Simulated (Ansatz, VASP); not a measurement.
# KF (Carobbiite): VASP beside Ansatz

INCAR

```
ALGO = Fast ; EDIFF = 1E-7
EDIFFG = -0.005 ; ENCUT = 600
IBRION = 2 ; ISIF = 3
ISMEAR = 0 ; LASPH = True
LCHARG = False ; LREAL = False
LWAVE = False ; NELM = 100
NSW = 70 ; PREC = Accurate
SIGMA = 0.02
```

The input KPOINTS:

```
k-points
0
Gamma
  8 8 8
```

Contents of POSCAR:

```
KF
1.0
    0.0000000000      2.7093664282      2.7093664282
    2.7093664282      0.0000000000      2.7093664282
    2.7093664282      2.7093664282      0.0000000000
K F
1 1
Direct
    0.0000000000      0.0000000000      0.0000000000
    0.5000000000      0.5000000000      0.5000000000
```

Input for Ansatz:

```yaml
crystal:
  lattice:
    - [0.0, 2.7093664282, 2.7093664282]
    - [2.7093664282, 0.0, 2.7093664282]
    - [2.7093664282, 2.7093664282, 0.0]
  atoms:
    - { symbol: K, position: [0.0, 0.0, 0.0] }
    - { symbol: F, position: [0.5, 0.5, 0.5] }
basis:
  ecutwfc: 420
kpoints:
  mp_grid: { grid: [8, 8, 8] }
hamiltonian:
  xc: lda
scf:
  occupations: { method: gaussian, width: 0.02 }
output:
  forces: true
  stress: true
  eigenvalues: true
relax:
  adjacent_minimum: "off"
  f_tol: 0.005
  max_steps: 50
  cell: { stress_tol: 0.05 }
```

Alike in both runs: task relaxation of cell and atoms; functional LDA; k mesh 8 × 8 × 8; occupations gaussian, width 0.02 eV; no spin polarisation.

|  | VASP | Ansatz |
| --- | --- | --- |
| version | VASP 6.6.1 | Ansatz 0.2.0 |
| potentials or method | VASP PAW LDA potentials, release 64 (K_sv, F) | scalar-relativistic, plane waves, PAW |
| plane-wave cutoff (eV) | 600 | 420 |
| valence electrons in the cell | 16 | 16 |

Ansatz gave:

- gap on the k mesh at the Fermi level, each at its own relaxed structure (eV): 6.37
- relaxed volume (Å³/atom): 17.20
- relaxed cell length with the largest relative difference (Å): 3.650
- energy change over the relaxation (meV/atom): -43

**Question.** What did VASP give for the same quantities?

**Answer.** gap on the k mesh at the Fermi level, each at its own relaxed structure (eV): 6.34; relaxed volume (Å³/atom): 17.23; relaxed cell length with the largest relative difference (Å): 3.653; energy change over the relaxation (meV/atom): -42.

A k mesh can miss the band edges. Zero-point motion and thermal expansion aren't in these numbers. LDA usually gives volumes a few per cent too small.
